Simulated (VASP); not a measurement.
Set up this calculation in VASP 6.6.1, as the native input.

```
Task                   : single point
Functional             : PBE
Potentials or basis    : VASP PAW PBE potentials, release 64 (K_sv, Mg, F)
Cutoff                 : 520 eV
k mesh                 : 6 × 6 × 6
Occupations            : gaussian, width 0.02 eV
Spin                   : no spin polarisation
Dipole correction      : no
Further INCAR settings : ALGO = Fast; EDIFF = 1e-06; NBANDS = 24
```

The structure of KMgF3 lies in POSCAR:

```
KMgF3
1.0
    4.0525130822      0.0000000000      0.0000000000
    0.0000000000      4.0525130822      0.0000000000
    0.0000000000      0.0000000000      4.0525130822
K Mg F
1 1 3
Direct
    0.5000000000      0.5000000000      0.5000000000
    0.0000000000      0.0000000000      0.0000000000
    0.0000000000      0.5000000000      0.0000000000
    0.0000000000      0.0000000000      0.5000000000
    0.5000000000      0.0000000000      0.0000000000
```

The cell is a database's computed one.

The input as run:

INCAR

```
SYSTEM = KMgF3
  ALGO = Fast
  EDIFF = 1E-6
  ENCUT = 520
  GGA = PE
  ISIF = 2
  ISMEAR = 0
  LASPH = .TRUE.
  LCHARG = .FALSE.
  LREAL = .FALSE.
  LWAVE = .FALSE.
  NBANDS = 24
  NELM = 100
  PREC = Accurate
  SIGMA = 0.02
```

KPOINTS

```
k-points
0
G
  6 6 6
  0 0 0
```

Potentials or basis: VASP PAW PBE potentials, release 64 (K_sv, Mg, F).

Command:

```bash
$ cat potpaw_PBE.64/K_sv/POTCAR potpaw_PBE.64/Mg/POTCAR potpaw_PBE.64/F/POTCAR > POTCAR
$ mpirun -np 1 vasp_std > vasp.out
```

Results of the run:

The pressure is -0.3 GPa and the band gap on the k mesh is 6.94 eV, indirect (least direct gap 7.26 eV).

Run time: 28 s on 1 thread of AMD EPYC 7R13 Processor (Zen 3), on a shared host, peak memory 0.15 GiB.
